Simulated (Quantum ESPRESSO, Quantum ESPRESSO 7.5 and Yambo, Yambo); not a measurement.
# Quasiparticle gap of SiC (P6_3mc) in Yambo

Aim: the G0W0 gap of SiC (P6_3mc) on PBE, step by step.

Program: Quantum ESPRESSO 7.5 and Yambo 5.3.0. Level of theory: PBE and many-body steps on it, plane waves. Results are calculated unless marked as measured.

**Experimental background.**

- Gap 3.03 eV: indirect gap, experimental literature value; quoted from earlier experiment; bulk crystal (quoted in “Charge spill-out and work function of few-layer graphene on SiC(0001)”, 2018, arxiv:1806.04908).

- Gap 3.02 eV: band gap at cryogenic temperature; bulk crystal (literature value) (quoted in “Silicon carbide diodes for neutron detection”, 2020, arxiv:2009.14696).

- Gap 3 eV: optical absorption onset, approximate; UV-Vis-NIR transmission; bulk crystal (400 micron semi-insulating 6H-SiC wafer) (“Effects of energetic ion irradiation on WSe2/SiC heterostructures”, 2017, pmc:5482891).

This is a report of a sequence of runs, with most program output left out.

## 1. The starting structure

Symmetry: P6_3mc, No. 186, hexagonal system. The conventional cell has a = 3.077 Å, b = 3.077 Å, c = 15.098 Å, α = 90.00°, β = 90.00°, γ = 120.00°. Si has 4 C at 1.88 to 1.89 Å nearest. Si has 4 C at 1.89 Å nearest. Nearest to C lie 4 Si at 1.88 to 1.89 Å. Nearest to C lie 4 Si at 1.89 Å. Farther neighbours are not listed.

The cell and positions are those that the Materials Project relaxed with its own functionals (PBE, PBE+U or r2SCAN), kept fixed.

## 2. Ground state

This step: Quantum ESPRESSO 7.5; DFT, PBE, plane waves, norm-conserving pseudopotentials.

The ground-state density comes first.

pw.in reads:

```
&control
  calculation = 'scf'
  prefix = 'x'
  outdir = 'o'
  pseudo_dir = 'pseudo'
/
&system
  ibrav = 0
  nat = 12
  ntyp = 2
  ecutwfc = 74.0
  nbnd = 34
  force_symmorphic = .true.
/
&electrons
  conv_thr = 1e-10
  electron_maxstep = 80
  mixing_beta = 0.5
/
ATOMIC_SPECIES
  Si 28.085 Si.upf
  C 12.011 C.upf
CELL_PARAMETERS angstrom
  3.0766210102 -0.0000000000 0.0000000000
  -1.5383105051 2.6644319527 0.0000000000
  0.0000000000 0.0000000000 15.0980843200
ATOMIC_POSITIONS crystal
  Si 0.3333333333 0.6666666667 0.8329861500
  Si 0.6666666667 0.3333333333 0.3329861500
  Si 0.6666666667 0.3333333333 0.6665006000
  Si 0.3333333333 0.6666666667 0.1665006000
  Si 0.0000000000 0.0000000000 0.4997294200
  Si 0.0000000000 0.0000000000 0.9997294200
  C 0.0000000000 0.0000000000 0.8743664100
  C 0.0000000000 0.0000000000 0.3743664100
  C 0.3333333333 0.6666666667 0.7079967800
  C 0.6666666667 0.3333333333 0.2079967800
  C 0.6666666667 0.3333333333 0.5415216400
  C 0.3333333333 0.6666666667 0.0415216400
K_POINTS automatic
  6 6 2 0 0 0
```

Started as:

```console
> OMP_NUM_THREADS=1 mpirun -n 4 pw.x -nk 4 -in pw.in > pw.out
```

The job ended after 36 s (4 MPI ranks of Arm Neoverse V1, shared host; peak memory 0.52 GiB).

This step gave:

- total energy: -1676.7190 eV
- gap: 2.027 eV
- k of the valence top: 0, 0, 0
- k of the conduction bottom: 0, -0.5, 0
- least direct gap: 3.130 eV

The gap is indirect, with the least direct gap 1.10 eV higher.

## 3. Bands along the symmetry lines

The cheap functional maps the bands first; the places of the edges decide which points the dearer methods must see.

pw.in reads:

```
&control
  calculation = 'bands'
  prefix = 'x'
  outdir = 'o'
  pseudo_dir = 'pseudo'
/
&system
  ibrav = 0
  nat = 12
  ntyp = 2
  ecutwfc = 74.0
  nbnd = 30
  force_symmorphic = .true.
/
&electrons
  conv_thr = 1e-9
  electron_maxstep = 80
  diago_full_acc = .true.
  diago_thr_init = 5e-6
/
ATOMIC_SPECIES
  Si 28.085 Si.upf
  C 12.011 C.upf
CELL_PARAMETERS angstrom
  3.0766210102 -0.0000000000 0.0000000000
  -1.5383105051 2.6644319527 0.0000000000
  0.0000000000 0.0000000000 15.0980843200
ATOMIC_POSITIONS crystal
  Si 0.3333333333 0.6666666667 0.8329861500
  Si 0.6666666667 0.3333333333 0.3329861500
  Si 0.6666666667 0.3333333333 0.6665006000
  Si 0.3333333333 0.6666666667 0.1665006000
  Si 0.0000000000 0.0000000000 0.4997294200
  Si 0.0000000000 0.0000000000 0.9997294200
  C 0.0000000000 0.0000000000 0.8743664100
  C 0.0000000000 0.0000000000 0.3743664100
  C 0.3333333333 0.6666666667 0.7079967800
  C 0.6666666667 0.3333333333 0.2079967800
  C 0.6666666667 0.3333333333 0.5415216400
  C 0.3333333333 0.6666666667 0.0415216400
K_POINTS crystal
  75
  0.00000000 0.00000000 0.00000000 1
  0.06250000 0.00000000 0.00000000 1
  0.12500000 0.00000000 0.00000000 1
  0.18750000 0.00000000 0.00000000 1
  0.25000000 0.00000000 0.00000000 1
  0.31250000 0.00000000 0.00000000 1
  0.37500000 0.00000000 0.00000000 1
  0.43750000 0.00000000 0.00000000 1
  0.50000000 0.00000000 0.00000000 1
  0.47916667 0.04166667 0.00000000 1
  0.45833333 0.08333333 0.00000000 1
  0.43750000 0.12500000 0.00000000 1
  0.41666666 0.16666666 0.00000000 1
  0.39583333 0.20833333 0.00000000 1
  0.37500000 0.25000000 0.00000000 1
  0.35416666 0.29166666 0.00000000 1
  0.33333333 0.33333333 0.00000000 1
  0.29166666 0.29166666 0.00000000 1
  0.25000000 0.25000000 0.00000000 1
  0.20833333 0.20833333 0.00000000 1
  0.16666666 0.16666666 0.00000000 1
  0.12500000 0.12500000 0.00000000 1
  0.08333333 0.08333333 0.00000000 1
  0.04166667 0.04166667 0.00000000 1
  0.00000000 0.00000000 0.00000000 1
  0.00000000 0.00000000 0.06250000 1
  0.00000000 0.00000000 0.12500000 1
  0.00000000 0.00000000 0.18750000 1
  0.00000000 0.00000000 0.25000000 1
  0.00000000 0.00000000 0.31250000 1
  0.00000000 0.00000000 0.37500000 1
  0.00000000 0.00000000 0.43750000 1
  0.00000000 0.00000000 0.50000000 1
  0.06250000 0.00000000 0.50000000 1
  0.12500000 0.00000000 0.50000000 1
  0.18750000 0.00000000 0.50000000 1
  0.25000000 0.00000000 0.50000000 1
  0.31250000 0.00000000 0.50000000 1
  0.37500000 0.00000000 0.50000000 1
  0.43750000 0.00000000 0.50000000 1
  0.50000000 0.00000000 0.50000000 1
  0.47916667 0.04166667 0.50000000 1
  0.45833333 0.08333333 0.50000000 1
  0.43750000 0.12500000 0.50000000 1
  0.41666666 0.16666666 0.50000000 1
  0.39583333 0.20833333 0.50000000 1
  0.37500000 0.25000000 0.50000000 1
  0.35416666 0.29166666 0.50000000 1
  0.33333333 0.33333333 0.50000000 1
  0.29166666 0.29166666 0.50000000 1
  0.25000000 0.25000000 0.50000000 1
  0.20833333 0.20833333 0.50000000 1
  0.16666666 0.16666666 0.50000000 1
  0.12500000 0.12500000 0.50000000 1
  0.08333333 0.08333333 0.50000000 1
  0.04166667 0.04166667 0.50000000 1
  0.00000000 0.00000000 0.50000000 1
  0.50000000 0.00000000 0.50000000 1
  0.50000000 0.00000000 0.43750000 1
  0.50000000 0.00000000 0.37500000 1
  0.50000000 0.00000000 0.31250000 1
  0.50000000 0.00000000 0.25000000 1
  0.50000000 0.00000000 0.18750000 1
  0.50000000 0.00000000 0.12500000 1
  0.50000000 0.00000000 0.06250000 1
  0.50000000 0.00000000 0.00000000 1
  0.33333333 0.33333333 0.50000000 1
  0.33333333 0.33333333 0.43750000 1
  0.33333333 0.33333333 0.37500000 1
  0.33333333 0.33333333 0.31250000 1
  0.33333333 0.33333333 0.25000000 1
  0.33333333 0.33333333 0.18750000 1
  0.33333333 0.33333333 0.12500000 1
  0.33333333 0.33333333 0.06250000 1
  0.33333333 0.33333333 0.00000000 1
```

It took 42 s on 4 MPI ranks; peak memory 0.41 GiB.

Numbers from this step:

```
gap                        : 2.022 eV
k of the valence top       : 0, 0, 0
k of the conduction bottom : 0.5, 0, 0.1875
least direct gap           : 3.130 eV
```

The gap is 2.022 eV, −0.004 eV from the run before at this level.

Electronic bands along the path, in eV, zero at the top of the highest filled band:

```tsv
point	band 21	band 22	band 23	band 24	band 25	band 26	band 27	band 28
Γ	-0.30	-0.04	0.00	0.00	5.20	5.37	5.78	6.30
halfway	-1.15	-1.12	-0.71	-0.53	3.68	3.91	4.39	5.02
M	-1.82	-1.79	-1.67	-1.10	2.03	2.22	3.22	3.90
halfway	-2.44	-2.23	-2.01	-1.77	2.85	3.53	4.51	4.95
K	-3.16	-2.22	-2.08	-2.08	3.49	3.49	3.78	5.08
halfway	-1.79	-1.74	-1.30	-0.72	4.82	4.88	4.98	5.07
Γ	-0.30	-0.04	0.00	0.00	5.20	5.37	5.78	6.29
halfway	-0.20	-0.20	-0.02	-0.02	5.22	5.34	5.86	6.20
A	-0.10	-0.10	-0.10	-0.10	5.27	5.27	6.02	6.02
halfway	-1.00	-1.00	-0.71	-0.71	3.79	3.79	4.74	4.74
L	-1.72	-1.72	-1.31	-1.31	2.07	2.07	3.44	3.44
halfway	-2.67	-2.67	-1.67	-1.67	3.22	3.22	4.49	4.49
H	-2.64	-2.64	-2.27	-2.27	3.68	3.68	4.35	4.35
halfway	-1.96	-1.96	-0.85	-0.85	4.75	4.75	5.14	5.14
A	-0.10	-0.10	-0.10	-0.10	5.27	5.27	6.02	6.02
jump to L	-1.72	-1.72	-1.31	-1.31	2.07	2.07	3.44	3.44
halfway	-2.00	-1.64	-1.54	-1.16	2.02	2.17	3.29	3.68
M	-1.82	-1.79	-1.67	-1.10	2.03	2.22	3.22	3.90
jump to H	-2.64	-2.64	-2.27	-2.27	3.68	3.68	4.35	4.35
halfway	-2.99	-2.34	-2.16	-2.16	3.58	3.58	3.94	4.84
K	-3.16	-2.22	-2.08	-2.08	3.49	3.49	3.78	5.08
```

## 4. Empty states on the mesh, 6×6×1 mesh, 540 bands

The sums over transitions need many empty states on a uniform mesh; this step solves for them.

pw.in reads:

```
&control
  calculation = 'nscf'
  prefix = 'x'
  outdir = 'o'
  pseudo_dir = 'pseudo'
/
&system
  ibrav = 0
  nat = 12
  ntyp = 2
  ecutwfc = 74.0
  nbnd = 540
  force_symmorphic = .true.
/
&electrons
  conv_thr = 1e-9
  electron_maxstep = 80
  diago_full_acc = .true.
  diago_thr_init = 5e-6
/
ATOMIC_SPECIES
  Si 28.085 Si.upf
  C 12.011 C.upf
CELL_PARAMETERS angstrom
  3.0766210102 -0.0000000000 0.0000000000
  -1.5383105051 2.6644319527 0.0000000000
  0.0000000000 0.0000000000 15.0980843200
ATOMIC_POSITIONS crystal
  Si 0.3333333333 0.6666666667 0.8329861500
  Si 0.6666666667 0.3333333333 0.3329861500
  Si 0.6666666667 0.3333333333 0.6665006000
  Si 0.3333333333 0.6666666667 0.1665006000
  Si 0.0000000000 0.0000000000 0.4997294200
  Si 0.0000000000 0.0000000000 0.9997294200
  C 0.0000000000 0.0000000000 0.8743664100
  C 0.0000000000 0.0000000000 0.3743664100
  C 0.3333333333 0.6666666667 0.7079967800
  C 0.6666666667 0.3333333333 0.2079967800
  C 0.6666666667 0.3333333333 0.5415216400
  C 0.3333333333 0.6666666667 0.0415216400
K_POINTS automatic
  6 6 1 0 0 0
```

The job ended after 3.2 min (4 MPI ranks; peak memory 2 GiB; 13 min of CPU time).

Numbers from this step:

```yaml
gap: 2.027 eV
k_of_the_valence_top: 0, 0, 0
k_of_the_conduction_bottom: 0, -0.5, 0
least_direct_gap: 3.130 eV
k_points_computed: 7
lowest_point_of_the_top_converged_band_above_the_valence_top: 133.5747 eV
```

On this mesh the gap is 2.027 eV.

## 5. Conversion and set-up

This step: Yambo 5.3.0; conversion and set-up on PBE, plane waves, norm-conserving pseudopotentials.

The states are converted to the many-body program's format and the q mesh is built.

Started as:

```console
> (cd o/x.save; p2y > p2y.log; mv SAVE ../..); yambo > setup.log
```

Run time: 2.8 s. Hardware: 1 MPI rank; peak memory 0.24 GiB.

## 6. Screening and self-energy, 6×6×1 mesh, 234 bands, screening to 136.1 eV

G0W0 replaces the xc potential by the self-energy, built once from these orbitals. Only a window of levels is corrected, while the sums run over the empty bands that the input names.

This step: G0W0 on PBE, plane waves, norm-conserving pseudopotentials.

gw2.in reads:

```
HF_and_locXC
gw0
dyson
ppa
em1d
rim_cut
RandQpts= 1000000
RandGvec= 1 RL
EXXRLvcs= 74 Ry
VXCRLvcs= 296 Ry
Chimod= "HARTREE"
% BndsRnXp
 1 | 234 |
%
NGsBlkXp= 10 Ry
% LongDrXp
 1 | 1 | 1 |
%
% GbndRnge
 1 | 234 |
%
DysSolver= "n"
ExtendOut
PPAPntXp= 27.21138 eV
% QPkrange
 1 | 1 | 23 | 26 |
 4 | 4 | 23 | 26 |
%
```

Started as:

```console
> OMP_NUM_THREADS=1 mpirun -n 4 yambo -F gw2.in -J gw2 -C gw2 > gw2.log
```

Wall time 8.8 min (4 MPI ranks); peak memory 2.6 GiB.

Numbers from this step:

```
G0W0 gap on the points computed              : 2.633 eV
starting gap on the mesh                     : 2.027 eV
k of the valence top                         : 0, 0, 0
k of the conduction bottom                   : 0, -0.5, 0
least direct G0W0 gap on the computed points : 3.896 eV
Z at the valence top                         : 0.8008
Z at the conduction bottom                   : 0.8234
```

The gap on the mesh goes from 2.03 eV to 2.63 eV, a correction of +0.61 eV.

Limits: finite bands, cutoff and mesh; coarse k mesh. v1 is the top filled band, c1 the lowest empty one. The levels before and after the correction (eV, zero at the valence-band top of each column):

```tsv
	conduction bottom	valence top
Kohn-Sham	2.03	0.00
G0W0	2.63	0.00
```

```tsv
	level	energy (eV)
Kohn-Sham	Γ v2-v1	0.000
Kohn-Sham	Γ c1	5.203
Kohn-Sham	Γ c2	5.373
Kohn-Sham	(0 -0.5 0) v2	-1.667
Kohn-Sham	(0 -0.5 0) v1	-1.103
Kohn-Sham	(0 -0.5 0) c1	2.027
Kohn-Sham	(0 -0.5 0) c2	2.219
G0W0	Γ v2-v1	0.000
G0W0	Γ c1	6.017
G0W0	Γ c2	6.179
G0W0	(0 -0.5 0) v2	-1.876
G0W0	(0 -0.5 0) v1	-1.263
G0W0	(0 -0.5 0) c1	2.633
G0W0	(0 -0.5 0) c2	2.823
```

## 7. Where the time went

Times are wall times on the hardware named with each run, good to a factor of about two.

```tsv
step	time	share	memory (GiB)
ground state	36 s	4 %	0.52
bands along the symmetry lines	42 s	5 %	0.41
empty states on the mesh	3.2 min	24 %	2
conversion and set-up	2.8 s	0 %	0.24
screening and self-energy	8.8 min	66 %	2.6
```

## 8. Results

```yaml
pbe_gap: 2.02 eV, indirect
g0w0_gap_on_the_mesh: 2.63 eV
gw_settings: 6×6×1 mesh, 234 bands, screening to 136.1 eV, Godby-Needs plasmon pole
known_limits: not at the basis limit; coarse k mesh
```

**Reading.** G0W0 moves the gap on the mesh from 2.03 eV to 2.63 eV (+0.61 eV), with Z of 0.80 and 0.82 at the edges. Only 2 of the mesh's irreducible points were corrected, so a valley elsewhere could overtake. The dearest step here is «screening and self-energy». Against experiment, by G0W0@PBE: the gap of 2.63 eV lies −0.40 eV from the measured 3.03 eV (indirect, quoted 2018); the gap of 2.63 eV lies −0.39 eV from the measured 3.02 eV (kind not stated, quoted 2020); the gap of 2.63 eV lies −0.37 eV from the measured 3 eV (optical, 2017). An exciton line or allowed optical edge lies below the quasiparticle gap by the binding energy; a forbidden edge can push the onset above it. The calculation has static nuclei and no excitons; a measured gap holds zero-point and thermal motion, which mostly lowers it. Bands and cutoff are finite, so the gap is not at the basis limit. The miss can reach some tenths of an eV and take either sign; the mesh is an error of its own. In the G0W0 run levels were corrected at 2 k points alone, so a gap called «on the mesh» is the least over those, and an edge elsewhere would be missed. The 6×6×1 mesh is coarse for this cell, which bears on the long-range parts of exchange and screening.

[Paths, hosts, dates, memory and timing lines, banners, echoed tables and standing remarks are left out of the program output.]

[Logs are printed without paths, hosts, clocks, repeated set-up lines and the standing remarks that a program may print on its own settings, such as how far it seeks lower states.]

[Runs of the session that timed out or met a known fault of the program may be left out.]

[Hosts, paths, dates, database ids (printed as entryN), source tags and the programs' standing remarks are cut or masked in the printed files.]
